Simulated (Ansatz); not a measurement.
Geometry optimisation in Ansatz: input, command and trajectory.

```yaml
crystal:
  lattice:
    - [3.2517899264, 0.0, 0.0]
    - [-1.6258949632, 2.816132684, 0.0]
    - [0.0, 0.0, 5.5165789354]
  atoms:
    - { symbol: Ta, position: [0.0, 0.0, 0.0] }
    - { symbol: S, position: [0.3333333333, 0.6666666667, 0.2785676564] }
    - { symbol: S, position: [0.6666666667, 0.3333333333, 0.7214323436] }
basis:
  ecutwfc: 420
kpoints:
  mp_grid: { grid: [12, 12, 8] }
hamiltonian:
  xc: pbe
  dispersion: d3bj
scf:
  occupations: { method: gaussian, width: 0.1 }
output:
  forces: true
  stress: true
  eigenvalues: true
relax:
  adjacent_minimum: "off"
  f_tol: 0.01
  max_steps: 30
  cell: { stress_tol: 0.1, fix: [volume] }
```

```bash
ansatz run input.yaml --threads 1 --pin off --max-ram 2560MiB --backend cpu --events-out ev --progress --plain --runs-dir out
```

Level of theory: Ansatz 0.2.0, DFT PBE+D3(BJ), scalar-relativistic, plane waves, PAW.

The volume is held at 0.91 times that of the relaxed cell.

Of 5 frames 4 are shown, positions in Å and forces in eV/Å; the SCF threshold varies from step to step. Steps run on the plane waves of an earlier cell, with a Pulay correction in the pressure. The basis is chosen afresh for the last frame, the zero of the energies, and at times for earlier ones too; energy and pressure step there, also at an unchanged geometry.

```xyz
3
Lattice="3.2518 0.0000 0.0000 -1.6259 2.8161 0.0000 0.0000 0.0000 5.5166" Properties=species:S:1:pos:R:3:forces:R:3 pbc="T T T" step=1 free_energy_over_end_meV_per_atom=4.86 pressure_GPa=9.11
Ta    0.0000    0.0000    0.0000    0.0000    0.0000    0.0000
S     0.0000    1.8774    1.5367    0.0000    0.0000    0.5105
S     1.6259    0.9387    3.9798    0.0000    0.0000   -0.5105
3
Lattice="3.2681 0.0000 0.0000 -1.6340 2.8302 0.0000 0.0000 0.0000 5.4617" Properties=species:S:1:pos:R:3:forces:R:3 pbc="T T T" step=2 free_energy_over_end_meV_per_atom=1.53 pressure_GPa=4.68
Ta    0.0000    0.0000    0.0000    0.0000    0.0000    0.0000
S     0.0000    1.8868    1.5678    0.0000    0.0000   -0.2753
S     1.6340    0.9434    3.8939    0.0000    0.0000    0.2753
3
Lattice="3.2608 0.0000 0.0000 -1.6304 2.8239 0.0000 0.0000 0.0000 5.4861" Properties=species:S:1:pos:R:3:forces:R:3 pbc="T T T" step=3 free_energy_over_end_meV_per_atom=0.00 pressure_GPa=6.17
Ta    0.0000    0.0000    0.0000    0.0000    0.0000    0.0000
S     0.0000    1.8826    1.5583    0.0000    0.0000   -0.0108
S     1.6304    0.9413    3.9279    0.0000    0.0000    0.0108
3
Lattice="3.2621 0.0000 0.0000 -1.6311 2.8251 0.0000 0.0000 0.0000 5.4817" Properties=species:S:1:pos:R:3:forces:R:3 pbc="T T T" step=5 free_energy_over_end_meV_per_atom=0.00 pressure_GPa=6.22
Ta    0.0000    0.0000    0.0000    0.0000    0.0000    0.0000
S     0.0000    1.8834    1.5566    0.0000    0.0000    0.0045
S     1.6311    0.9417    3.9251    0.0000    0.0000   -0.0045
```

Time: 24 s on 1 thread of Arm Neoverse V2 (shared host), peak memory 0.39 GiB.

Spin–orbit coupling is left out, which can shift energies with elements as heavy as these. Spin polarisation was left out, and a magnetic state may lie lower.